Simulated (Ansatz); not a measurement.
## Na (begun as hP4 type, now dhcp) under strong compression

```xyz
4
Lattice="3.7746 0.0000 0.0000 -1.8873 3.2689 0.0000 0.0000 0.0000 12.0075" Properties=species:S:1:pos:R:3 pbc="T T T"
Na    0.0000    0.0000    0.0000
Na    0.0000    0.0000    6.0037
Na    0.0000    2.1793    3.0019
Na    1.8873    1.0896    9.0056
```

The cell comes from a relaxation on PAW files under the same functional, begun from a prototype that needn't be the stable phase.

The start type wasn't kept: the relaxed cell is dhcp.

Its volume is scaled, and at each volume shape and atoms are relaxed on PAW files; all methods then take that cell.

Level of theory: DFT with PBE, scalar-relativistic, in Ansatz 0.2.0; a Γ-centred 8×8×5 k mesh, Fermi–Dirac smearing of 0.1 eV, no spin polarisation. LAPW: all electrons, basis error target 1 meV/atom; PAW: frozen-core files, cutoff 420 eV; crystal datasets: all electrons, by PAW datasets that the program makes for each cell; norm-conserving: pseudopotentials, cutoff 1197 eV; PAW (cutoff 250 eV): frozen-core files, cutoff 250 eV.

Energies are extrapolated to zero smearing and count from the unscaled cell; pressure is positive in compression; gaps take the mesh and a band path. No temperature or zero-point motion is included.

| V/V0 | V (Å³/atom) | P LAPW (GPa) | ΔE LAPW (eV/atom) | P PAW − LAPW (GPa) | ΔE PAW − LAPW (meV/atom) | space group | shortest distance (Å) |
| --- | --- | --- | --- | --- | --- | --- | --- |
| 1.00 | 37.04 | 0.03 | 0.000 | -0.01 | 0.0 | P6_3/mmc | 3.710 |
| 0.88 | 32.59 | 1.28 | 0.016 | -0.01 | -0.3 | P6_3/mmc | ? |
| 0.78 | 28.89 | 3.08 | 0.064 | -0.02 | -0.6 | P6_3/mmc | 3.415 |
| 0.68 | 25.19 | 6.13 | 0.166 | -0.02 | -0.9 | P6_3/mmc | 3.262 |
| 0.43 | 15.93 | 31.8 | 1.052 | 0.02 | -1.2 | P6_3/mmc | ? |

**Question.** Fill in "shortest distance (Å)" for the row "0.88".

**Answer.** 3.555.

**Question.** What belongs in the row "0.43", column "shortest distance (Å)"?

**Answer.** 2.800.

**Question.** Fit the Vinet equation to the LAPW pressures over the whole range, with residuals weighted by 1/(|P| + 0.03·Pmax).

**Answer.** V0 = 37.20 Å³/atom, B0 = 7.17 GPa and B0′ = 4.30, and the fit misses no point by more than 0.15 GPa. A fit over so wide a range pins B0 less well than one near rest.

**Question.** From the table, what is the rise of the enthalpy H = E + pV up to the last row, and how stiff is the crystal between the last two rows?

**Answer.** ΔH = 1.052 eV + (31.8 GPa × 15.93 Å³ − 0.03 GPa × 37.04 Å³) × 0.006242 eV/(GPa·Å³) = 4.20 eV/atom, of which pV makes 75 %. The mean bulk modulus there is −ΔP/Δln V = 55.9 GPa.

**Question.** At the smallest volume, how far do crystal datasets and norm-conserving and PAW (cutoff 250 eV) lie from LAPW in pressure?

**Answer.** crystal datasets: 0.00 GPa; norm-conserving: +0.01 GPa; PAW (cutoff 250 eV): -0.04 GPa, on a LAPW pressure of 31.8 GPa.

**Question.** How do the Löwdin populations by LAPW change from the unscaled cell to the last row?

**Answer.** Na 3s 0.96 → 1.01 electrons an atom. These are projections on the shells that the free atoms fill; 0.17 e a cell lies outside them at the start and 0.09 e at the end.
